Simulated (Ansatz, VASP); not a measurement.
# Two plane-wave programs on Re

```
CELL_PARAMETERS angstrom
5.51709 0.16270 -0.43324
-1.46606 2.33924 -0.14962
1.51437 1.07972 2.04591
ATOMIC_POSITIONS crystal
Re 0.43340 0.35507 0.41997
Re 0.93340 0.35507 0.41995
```

Alike in both runs: functional PBE; k mesh 6 × 6 × 6; occupations gaussian, width 0.1 eV; no spin polarisation.

Ansatz relaxed the structure, and its values are those at the end. VASP's run is a single point on that final structure, the one shown.

```csv
,VASP,Ansatz
version,VASP 6.6.1,Ansatz 0.2.0
potentials or method,"VASP PAW PBE potentials, release 64 (Re)","scalar-relativistic, plane waves, PAW"
plane-wave cutoff (eV),520,420
valence electrons in the cell,14,30
```

|  | VASP | Ansatz | Ansatz less VASP |
| --- | --- | --- | --- |
| gap on the k mesh at the Fermi level (eV) | none | none | - |
| pressure (GPa) | -0.5 | 0.1 | +0.53 |

A gap of «none» marks a metal or a gap that the smearing closes. The two sets of potentials don't hold the same shells in valence.

Caveats: the k mesh is coarse (spacing up to 0.46 Å⁻¹), so the values aren't converged. Spin-orbit coupling is left out, which matters for the levels of Re.
